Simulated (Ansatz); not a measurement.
**Relaxing As₃Pt**

Theory: DFT PBE, scalar-relativistic, plane waves, PAW (Ansatz 0.2.0). Cutoff 420 eV, Γ-centred k mesh, Gaussian smearing, no spin polarisation in the final step.

As₃Pt was placed on the Li3N structure type (P6/mmm, No. 191), with Pt in place of N, As in place of Li, at a guessed volume.

```
CELL_PARAMETERS angstrom
4.46261 0.00000 0.00000
-2.23130 3.86473 0.00000
0.00000 0.00000 4.70982
ATOMIC_POSITIONS crystal
As 0.00000 0.00000 0.50000
As 0.33333 0.66667 0.00000
As 0.66667 0.33333 0.00000
Pt 0.00000 0.00000 0.00000
```

Cell and atoms relax at zero pressure; the relaxation can't lower the symmetry of the start. After a coarse first stage the cell is made exact in the group found at 0.06 Å.

The zero of energy is the elements' standard structures at the same level; no fitted shifts are applied.

Q: Which crystal results?

A: It keeps P6/mmm (No. 191). The result has the Li3N structure. Conventional cell: a = 4.794 Å, c = 4.860 Å. As on Wyckoff site b (1 atom of the primitive cell) is coordinated by 2 Pt at 2.43 Å; As on Wyckoff site c (2 atoms of the primitive cell) is coordinated by 3 As at 2.77 Å and 3 Pt at 2.77 Å; Pt is coordinated by 2 As at 2.43 Å and 6 As at 2.77 Å.

Space group P6/mmm (No. 191). a = 4.794 Å, b = 4.794 Å, c = 4.860 Å, α = 90.00°, β = 90.00°, γ = 120.00°
| atom | site | symmetry | x | y | z |
| --- | --- | --- | --- | --- | --- |
| As | 1b | 6/mmm | 0.0000 | 0.0000 | 0.5000 |
| As | 2c | -6m2 | 0.3333 | 0.6667 | 0.0000 |
| Pt | 1a | 6/mmm | 0.0000 | 0.0000 | 0.0000 |

Q: What are its volume, energy, density and gap?

A: The volume per atom is 24.18 Å³. The density is 7.21 g/cm³. The energy over the elements is 0.62 eV/atom and the gap on the 12×12×10 mesh is 0 eV (a metal).

The final run used a 12×12×10 mesh on its 4-atom cell and 0.10 eV smearing. For metals, differences of a few meV/atom aren't resolved. Spin–orbit coupling is left out. Symmetry constrained the relaxation, so the result can be a saddle point. The steps took roughly 2.3 core-minutes in all.